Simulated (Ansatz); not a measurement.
Relaxed structure of H2 on the (100) surface of GaN, one molecule per 33.3 Å² (the molecule's atoms stand last):

```xyz
26
Lattice="6.3931 0.0000 0.0000 0.0000 5.2086 0.0000 0.0000 0.0000 24.4594" Properties=species:S:1:pos:R:3 pbc="T T T"
Ga    3.1966    0.0042    8.0000
Ga    0.0000    0.0042    8.0000
N     3.1966    3.2511    8.0000
N     0.0000    3.2511    8.0000
Ga    4.7948    2.6085    8.9228
Ga    1.5983    2.6085    8.9228
N     4.7948    0.6468    8.9228
N     1.5983    0.6468    8.9228
Ga    4.7948    0.0042   10.7683
Ga    1.5983    0.0042   10.7683
N     4.7948    3.2511   10.7683
N     1.5983    3.2511   10.7683
Ga    0.0010    2.5983   11.6379
Ga    3.1954    2.5983   11.6380
N     0.0007    0.6416   11.6671
N     3.1957    0.6415   11.6673
Ga    0.0008    0.0211   13.6159
Ga    3.1948    0.0210   13.6160
N     0.0027    3.2724   13.5534
N     3.1933    3.2723   13.5533
Ga    1.5980    2.4498   14.2066
Ga    4.7946    2.4450   14.1738
N     1.5977    0.6339   14.4519
N     4.7944    0.6374   14.4374
H     1.6073    4.0596   16.1084
H     1.6144    3.3899   16.4826
```

The calculation used DFT PBE+D3(BJ), scalar-relativistic, plane waves, PAW (Ansatz 0.2.0). Plane waves to 420 eV, a k mesh through Γ of 3×3×1 on the computed 26-atom cell and Gaussian smearing (0.05 eV); no spin polarisation. A dipole correction removes the field between periodic images along c.

The slab and the molecular layer are also computed alone at these places.

**Question.** How does the adsorption energy per molecule split into interaction and deformation?

**Answer.** E_ads = -0.164 eV: interaction of the rigid parts -0.173 eV, deformation of the slab +0.006 eV, deformation of the molecule with its lateral interactions +0.004 eV.

**Question.** How much charge moves across the plane at z = 15.28 Å, midway between slab and molecule?

**Answer.** About 0.02 electrons a cell move down to the slab; half the integral of |Δρ| is 0.10 e.

**Question.** How does the density difference (whole less rigid parts, positive where electrons gather), summed over the plane, run along c?

**Answer.** (z (Å), Δρ (e/Å)): (6.11, 0.000), (6.25, 0.000), (6.52, 0.000), (6.66, 0.000), (6.79, 0.000), (7.07, 0.000), (7.20, 0.000), (7.47, -0.001), (7.61, -0.001), (7.75, -0.001), (8.02, 0.000), (8.15, 0.000), (8.29, 0.000), (8.56, 0.001), (8.70, 0.001), (8.83, 0.001), (9.10, 0.000), (9.24, 0.000), (9.51, 0.001), (9.65, 0.001), (9.78, 0.001), (10.06, 0.001), (10.19, 0.000), (10.33, -0.001), (10.60, -0.002), (10.73, -0.002), (10.87, -0.001), (11.14, 0.001), (11.28, 0.002), (11.55, 0.002), (11.69, 0.001), (11.82, 0.000), (12.09, 0.001), (12.23, 0.003), (12.37, 0.004), (12.64, 0.005), (12.77, 0.004), (12.91, 0.003), (13.18, -0.001), (13.32, -0.005), (13.45, -0.011), (13.72, 0.003), (13.86, 0.013), (14.13, 0.020), (14.27, 0.015), (14.40, 0.005), (14.68, -0.004), (14.81, -0.001), (14.95, 0.005), (15.22, 0.020), (15.36, 0.025), (15.49, 0.028), (15.76, 0.019), (15.90, 0.008), (16.17, -0.016), (16.31, -0.021), (16.44, -0.024), (16.71, -0.027), (16.85, -0.024), (16.99, -0.020), (17.26, -0.012), (17.39, -0.009), (17.53, -0.006), (17.80, -0.003), (17.94, -0.002), (18.21, -0.001), (18.34, -0.001), (18.48, 0.000), (18.75, 0.000), (18.89, 0.000)